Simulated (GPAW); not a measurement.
The system is TaN.

```
Ta N
1.0
     5.19100    0.00000    0.00000
    -2.59550    4.49554    0.00000
     0.00000    0.00000    2.90800
Ta N
3 3
Direct
  0.66667 0.33333 0.50000
  0.33333 0.66667 0.50000
  0.00000 0.00000 0.00000
  0.00000 0.50000 0.00000
  0.50000 0.50000 0.00000
  0.50000 0.00000 0.00000
```

Base run:

```yaml
Program: GPAW 26.7.0
Functional: PBEsol
Potentials_or_basis: PAW data sets generated in the run's folder for this functional
Cutoff: 800 eV
Basis: pw
k_mesh: 6 × 6 × 9
Occupations: fermi-dirac, width 0.05 eV
Spin: no spin polarisation
```

Its results: pressure 0.6 GPa.

Question: The run is repeated on the same cell with these changes: k mesh from 6 × 6 × 9 to 4 × 4 × 6. What comes out?

Answer: Pressure 1.1 GPa.

Caveats: some runs use coarse meshes.

Not every run made on this cell is shown here.
